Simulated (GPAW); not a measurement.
# SnSe (Fm-3m) in GPAW: a series of runs

The runs below take SnSe through relaxation of cell and atoms, with RPBE, revPBE, PBEsol+D3(BJ), PBEsol+D4, RPBE+D3(BJ).

Everything below comes from runs of GPAW 26.7.0. Logs are shortened: lines on timing, memory, paths and dates and some standing lists are left out, and cuts for length are marked. The log counts tension as positive stress, the text compression.

### Step 1. Starting point

It takes space group Fm-3m (No. 225, cubic). The conventional cell has a = 6.020 Å, b = 6.020 Å, c = 6.020 Å, α = 90.00°, β = 90.00°, γ = 90.00°. Around Sn (site symmetry m-3m) lie 6 Se at 3.01 Å. Se (site symmetry m-3m) is surrounded by 6 Sn at 3.01 Å.

Measurements of this composition are mostly on another form, of space group No. 62.

### Step 2. Relaxation of cell and atoms, RPBE

Contents of run.py:

```python
from ase import Atoms
from ase.filters import FrechetCellFilter
from ase.io import write
from ase.optimize import BFGS
from gpaw import GPAW, PW

atoms = Atoms(['Sn', 'Se'],
              cell=[[0.0, 3.01, 3.01],
                    [3.01, 0.0, 3.01],
                    [3.01, 3.01, 0.0]],
              scaled_positions=[[0.0, 0.0, 0.0],
                                [0.5, 0.5, 0.5]],
              pbc=True)

calc = GPAW(mode=PW(600),
            xc='RPBE',
            kpts={'size': (8, 8, 8), 'gamma': True},
            occupations={'name': 'fermi-dirac', 'width': 0.05},
            nbands=19,
            convergence={'density': 1e-05, 'forces': 0.0001},
            maxiter=150,
            txt='gpaw.txt')
atoms.calc = calc
opt = BFGS(FrechetCellFilter(atoms), trajectory='relax.traj', logfile='-')
done = opt.run(fmax=0.05, steps=60)
calc.write('gs.gpw')
write('result.traj', atoms)
print('Converged:', done)
print('Cell:', atoms.cell.cellpar().round(4))
print('Volume:', round(atoms.get_volume(), 4))
print(atoms.get_scaled_positions().round(5))
```

Potentials or basis: the program's PAW data sets (release 1.2.1) made for this functional, pw.

Started as:

```sh
> OMP_NUM_THREADS=1 python run.py
```

gpaw.txt:

```text
__  _  _
 | _ |_)|_||  |
 |__||  | ||/\| - 26.7.0

Input parameters:
  mode=PW(ecut=600.0),
  convergence={'density': 1e-05, 'forces': 0.0001},
  kpts=MonkhorstPack(size=(8, 8, 8), gamma=True),
  maxiter=150,
  nbands=19,
  occupations=Occupations(name='fermi-dirac', width=0.05),
  xc=XC(name='RPBE')

Diagonalizing LCAO Hamiltonian
Converting LCAO to pw mode

                Se

       Sn

Atoms  # Å, Bohr magnetons
|   | symbol |        x |        y |        z |    initial magnetic moments |
|---|--------|----------|----------|----------|-----------------------------|
| 0 |     Sn | 0.000000 | 0.000000 | 0.000000 | ( 0.0000,  0.0000,  0.0000) |
| 1 |     Se | 3.010000 | 3.010000 | 3.010000 | ( 0.0000,  0.0000,  0.0000) |

Unit cell  # Å
| periodic |        x |        y |        z |  lengths |    angles |
|----------|----------|----------|----------|----------|-----------|
|      yes | 0.000000 | 3.010000 | 3.010000 | 4.256783 | 60.000000 |
|      yes | 3.010000 | 0.000000 | 3.010000 | 4.256783 | 60.000000 |
|      yes | 3.010000 | 3.010000 | 0.000000 | 4.256783 | 60.000000 |

Number of symmetries: 48
Symmetry operations  # r_c * U_cc + t_c -> r_c
|    | kind |            matrix            |
|----|------|------------------------------|
|  0 |  σ   |  1, 0, 0,  1, 0,-1,  1,-1, 0 |
|  1 |  C2  |  1, 0, 0,  1,-1, 0,  1, 0,-1 |
|  2 |  E   |  1, 0, 0,  0, 1, 0,  0, 0, 1 |
|  3 |  σ   |  1, 0, 0,  0, 0, 1,  0, 1, 0 |
|  4 |  C4  |  1, 0,-1,  1, 0, 0,  1,-1, 0 |
|  5 |  S6  |  1, 0,-1,  1,-1, 0,  1, 0, 0 |
|  6 |  σ   |  1, 0,-1,  0, 1,-1,  0, 0,-1 |
|  7 |  C3  |  1, 0,-1,  0, 0,-1,  0, 1,-1 |
|  8 |  S6  |  1,-1, 0,  1, 0, 0,  1, 0,-1 |
[... 173 lines left out ...]
SCF iterations
|iter     | |      energy | eigst |  dens |force |
|---------|-|-------------|-------|-------|------|
|iter:   1| |   -7.840900 | -0.22 |       |      |
|iter:   2| |   -7.805031 | -2.40 | -1.31 |      |
|iter:   3| |   -7.692615 | -2.31 | -1.35 |      |
|iter:   4| |   -7.696280 | -3.91 | -1.95 |      |
|iter:   5| |   -7.697492c| -4.40 | -2.35 |      |
|iter:   6| |   -7.697525c| -5.76 | -3.22 |      |
|iter:   7| |   -7.697529c| -6.83 | -3.78 |      |
|iter:   8| |   -7.697529c| -7.96c| -4.53 |      |
|iter:   9| |   -7.697529c| -8.11c| -5.23c|      |
|iter:  10| |   -7.697529c| -8.89c| -5.76c|-23.17c|

Converged in 10 steps
Energy contributions relative to reference atoms: (reference = -234129.504907)
[... 44 lines left out ...]
Stress tensor  # eV/Ang^3
|         x |         y |         z |
|-----------|-----------|-----------|
| -0.014955 |  0.000000 |  0.000000 |
|  0.000000 | -0.014955 | -0.000000 |
|  0.000000 | -0.000000 | -0.014955 |

Forces  # eV/Ang
|        x |       y |       z |
|----------|---------|---------|
| -0.00000 | 0.00000 | 0.00000 |  # Sn   0
|  0.00000 | 0.00000 | 0.00000 |  # Se   1

Interpolating wave functions to new cell

                Se

       Sn

Atoms  # Å, Bohr magnetons
|   | symbol |         x |        y |        z |    initial magnetic moments |
|---|--------|-----------|----------|----------|-----------------------------|
| 0 |     Sn | -0.000000 | 0.000000 | 0.000000 | ( 0.0000,  0.0000,  0.0000) |
| 1 |     Se |  3.018781 | 3.018781 | 3.018781 | ( 0.0000,  0.0000,  0.0000) |

Unit cell  # Å
| periodic |         x |        y |         z |  lengths |    angles |
|----------|-----------|----------|-----------|----------|-----------|
|      yes | -0.000000 | 3.018781 |  3.018781 | 4.269202 | 60.000000 |
|      yes |  3.018781 | 0.000000 |  3.018781 | 4.269202 | 60.000000 |
|      yes |  3.018781 | 3.018781 | -0.000000 | 4.269202 | 60.000000 |

Number of symmetries: 48
Symmetry operations  # r_c * U_cc + t_c -> r_c
|    | kind |            matrix            |
|----|------|------------------------------|
|  0 |  σ   |  1, 0, 0,  1, 0,-1,  1,-1, 0 |
|  1 |  C2  |  1, 0, 0,  1,-1, 0,  1, 0,-1 |
|  2 |  E   |  1, 0, 0,  0, 1, 0,  0, 0, 1 |
|  3 |  σ   |  1, 0, 0,  0, 0, 1,  0, 1, 0 |
|  4 |  C4  |  1, 0,-1,  1, 0, 0,  1,-1, 0 |
|  5 |  S6  |  1, 0,-1,  1,-1, 0,  1, 0, 0 |
|  6 |  σ   |  1, 0,-1,  0, 1,-1,  0, 0,-1 |
|  7 |  C3  |  1, 0,-1,  0, 0,-1,  0, 1,-1 |
|  8 |  S6  |  1,-1, 0,  1, 0, 0,  1, 0,-1 |
[... 173 lines left out ...]
SCF iterations
|iter     | |      energy | eigst |  dens |force |
|---------|-|-------------|-------|-------|------|
|iter:   1| |   -7.707790 | -2.21 |       |      |
|iter:   2| |   -7.707183 | -4.30 | -2.25 |      |
|iter:   3| |   -7.704071c| -4.25 | -2.29 |      |
|iter:   4| |   -7.704015c| -5.18 | -3.07 |      |
|iter:   5| |   -7.704022c| -5.79 | -3.50 |      |
|iter:   6| |   -7.704025c| -6.41 | -3.90 |      |
|iter:   7| |   -7.704025c| -7.69c| -4.65 |      |
|iter:   8| |   -7.704026c| -8.06c| -5.34c|      |
|iter:   9| |   -7.704026c| -8.62c| -5.95c|-23.33c|

Converged in 9 steps
Energy contributions relative to reference atoms: (reference = -234129.504907)
[... 44 lines left out ...]
Stress tensor  # eV/Ang^3
|         x |         y |         z |
|-----------|-----------|-----------|
| -0.012059 |  0.000000 |  0.000000 |
|  0.000000 | -0.012059 |  0.000000 |
|  0.000000 |  0.000000 | -0.012059 |

Forces  # eV/Ang
|       x |        y |        z |
|---------|----------|----------|
| 0.00000 | -0.00000 | -0.00000 |  # Sn   0
| 0.00000 |  0.00000 |  0.00000 |  # Se   1

Interpolating wave functions to new cell

                Se

       Sn

Atoms  # Å, Bohr magnetons
|   | symbol |         x |        y |        z |    initial magnetic moments |
|---|--------|-----------|----------|----------|-----------------------------|
| 0 |     Sn | -0.000000 | 0.000000 | 0.000000 | ( 0.0000,  0.0000,  0.0000) |
| 1 |     Se |  3.057364 | 3.057364 | 3.057364 | ( 0.0000,  0.0000,  0.0000) |

Unit cell  # Å
| periodic |         x |         y |         z |  lengths |    angles |
|----------|-----------|-----------|-----------|----------|-----------|
|      yes | -0.000000 |  3.057364 |  3.057364 | 4.323765 | 60.000000 |
|      yes |  3.057364 | -0.000000 |  3.057364 | 4.323765 | 60.000000 |
|      yes |  3.057364 |  3.057364 | -0.000000 | 4.323765 | 60.000000 |

Number of symmetries: 48
Symmetry operations  # r_c * U_cc + t_c -> r_c
|    | kind |            matrix            |
|----|------|------------------------------|
|  0 |  σ   |  1, 0, 0,  1, 0,-1,  1,-1, 0 |
|  1 |  C2  |  1, 0, 0,  1,-1, 0,  1, 0,-1 |
|  2 |  E   |  1, 0, 0,  0, 1, 0,  0, 0, 1 |
|  3 |  σ   |  1, 0, 0,  0, 0, 1,  0, 1, 0 |
|  4 |  C4  |  1, 0,-1,  1, 0, 0,  1,-1, 0 |
|  5 |  S6  |  1, 0,-1,  1,-1, 0,  1, 0, 0 |
|  6 |  σ   |  1, 0,-1,  0, 1,-1,  0, 0,-1 |
|  7 |  C3  |  1, 0,-1,  0, 0,-1,  0, 1,-1 |
|  8 |  S6  |  1,-1, 0,  1, 0, 0,  1, 0,-1 |
[... 233 lines left out ...]
Stress tensor  # eV/Ang^3
|         x |         y |         z |
|-----------|-----------|-----------|
| -0.000615 | -0.000000 |  0.000000 |
| -0.000000 | -0.000615 |  0.000000 |
|  0.000000 |  0.000000 | -0.000615 |

Forces  # eV/Ang
|        x |        y |        z |
|----------|----------|----------|
|  0.00000 | -0.00000 | -0.00000 |  # Sn   0
| -0.00000 |  0.00000 |  0.00000 |  # Se   1

# Writing to gs.gpw (mode='')
```

It took 50 s on 1 thread of Arm Neoverse V1, shared host; peak memory 0.2 GiB.

Results:

```yaml
Free_energy: -7.7174 eV
Relaxed_volume: 28.58 Å³/atom
Relaxed_cell: a = 4.324 Å, b = 4.324 Å, c = 4.324 Å, α = 60.00°, β = 60.00°, γ = 60.00°
Space_group_after_relaxing_to_0.05_Å: Fm-3m (No. 225)
Energy_gained_by_relaxing: 9.9 meV/atom
Ionic_steps: 3
Pressure_after_relaxing: 0.1 GPa
Band_gap_on_the_k_mesh: 0.35 eV, direct
```

Step by step:
| step | energy change (eV) | largest force (eV/Å) | pressure (GPa) | volume (Å³) |
| --- | --- | --- | --- | --- |
| 1 | 0.0000 | 0.0000 | 2.40 | 54.54 |
| 2 | -0.0065 | 0.0000 | 1.93 | 55.02 |
| 3 | -0.0197 | 0.0000 | 0.10 | 57.16 |

Final structure:
```
Sn Se
1.0
     0.00000    3.05736    3.05736
     3.05736    0.00000    3.05736
     3.05736    3.05736    0.00000
Sn Se
1 1
Direct
  0.00000 0.00000 0.00000
  0.50000 0.50000 0.50000
```

Caveat: later steps reuse the first step's grids; spin-orbit coupling is left out, which moves the levels of the heavy elements. A k mesh can miss the band edges.

### Step 3. Relaxation of cell and atoms, revPBE, target pressure 10 GPa, at which the enthalpy is minimised

Contents of run.py:

```python
from ase.filters import FrechetCellFilter
from ase.io import read, write
from ase.optimize import BFGS
from ase.units import GPa
from gpaw import GPAW, PW

atoms = read('POSCAR')

calc = GPAW(mode=PW(600),
            xc='revPBE',
            kpts={'size': (8, 8, 8), 'gamma': True},
            occupations={'name': 'fermi-dirac', 'width': 0.05},
            nbands=19,
            convergence={'density': 1e-05, 'forces': 0.0001},
            maxiter=150,
            txt='gpaw.txt')
atoms.calc = calc
opt = BFGS(FrechetCellFilter(atoms, scalar_pressure=10 * GPa), trajectory='relax.traj', logfile='-')
done = opt.run(fmax=0.02, steps=100)
calc.write('gs.gpw')
write('result.traj', atoms)
print('Converged:', done)
print('Cell:', atoms.cell.cellpar().round(4))
print('Volume:', round(atoms.get_volume(), 4))
print(atoms.get_scaled_positions().round(5))
```

Contents of POSCAR:

```
SnSe
1.0
    0.0000000000      3.0100000000      3.0100000000
    3.0100000000      0.0000000000      3.0100000000
    3.0100000000      3.0100000000      0.0000000000
Sn Se
1 1
Direct
    0.0000000000      0.0000000000      0.0000000000
    0.5000000000      0.5000000000      0.5000000000
```

Potentials or basis: the program's PAW data sets (release 1.2.1) made for this functional, pw.

Started as:

```sh
> OMP_NUM_THREADS=1 python run.py
```

Wall time 71 s (1 thread of Arm Neoverse V1, shared host); peak memory 0.22 GiB.

Results (log left out):

- Free energy: -7.5856 eV
- Relaxed volume: 24.26 Å³/atom
- Relaxed cell: a = 4.094 Å, b = 4.094 Å, c = 4.094 Å, α = 60.00°, β = 60.00°, γ = 60.00°
- Space group after relaxing (to 0.05 Å): Fm-3m (No. 225)
- Energy change on relaxing (the enthalpy is what falls): +104.4 meV/atom
- Ionic steps: 4
- Pressure after relaxing: 9.9 GPa
- Band gap on the k mesh: 0.72 eV, indirect (least direct gap 0.91 eV)

The path:
```csv
step,energy change (eV),largest force (eV/Å),pressure (GPa),volume (Å³)
1,0.0000,0.0000,1.94,54.54
2,0.0273,0.0000,3.61,52.96
3,0.2423,0.0000,10.86,48.01
4,0.2088,0.0000,9.93,48.53
```

Final structure:
```
CELL_PARAMETERS angstrom
0.00000 2.89504 2.89504
2.89504 0.00000 2.89504
2.89504 2.89504 0.00000
ATOMIC_POSITIONS crystal
Sn 0.00000 0.00000 0.00000
Se 0.50000 0.50000 0.50000
```

Levels at points of the mesh, in eV from the valence-band top:
```csv
k point,band 6,band 7,band 8,band 9,band 10,band 11,band 12,band 13,band 14,band 15
"(0.00, 0.00, 0.00)",-14.77,-4.64,-2.62,-2.62,-2.62,4.73,4.73,4.73,5.66,5.66
"(0.50, 0.50, 0.00)",-13.15,-6.38,-6.05,-4.29,-4.29,2.57,6.00,6.00,6.72,10.75
"(0.50, 0.50, 0.50)",-13.56,-8.74,-2.34,-2.34,-0.12,1.03,1.11,1.11,8.56,10.33
```

Caveat: later steps reuse the first step's grids; spin-orbit coupling is left out, which moves the levels of the heavy elements. A k mesh can miss the band edges.

(Continued in part 2 of 2.)
